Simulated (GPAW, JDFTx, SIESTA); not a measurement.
**One calculation of KBr, 3 ways**

```
Br K
1.0
     0.00000    3.30000    3.30000
     3.30000    0.00000    3.30000
     3.30000    3.30000    0.00000
Br K
1 1
Direct
  0.50000 0.50000 0.50000
  0.00000 0.00000 0.00000
```

Alike in all runs: task single point; functional PBE; k mesh 7 × 7 × 7; occupations fermi-dirac, width 0.05 eV; no spin polarisation; no spin-orbit coupling. Pressure is positive in compression and, in plane waves, holds the error of the finite cutoff.

```
                                                                                                       program and potentials  plane-wave cutoff (eV)         notes  pressure (GPa)
SIESTA, files PseudoDojo sr-pbe-0.4.1-standard, DZP (energy shift 0.003 Ry; two zetas on semicore shells; d shell added on K)                       -  atomic basis            0.78
                                                                    JDFTx, PseudoDojo-SR-PBE-0.5-standard with smoothed tails                    1007             -            0.70
                                                                                   GPAW, GPAW PAW data sets (gpaw-data 1.2.1)                     600             -            0.70
```

The pressure spans 0.70 (GPAW, GPAW PAW data sets (gpaw-data 1.2.1)) to 0.78 GPa (SIESTA, files PseudoDojo sr-pbe-0.4.1-standard, DZP (energy shift 0.003 Ry; two zetas on semicore shells; d shell added on K)). Rows in atomic bases carry the error of their basis and grid, which can be large.

Differences between rows come from potentials, basis sets and numerical settings, since the functional is the same but for its coding. Runs on potential files found faulty are left out.
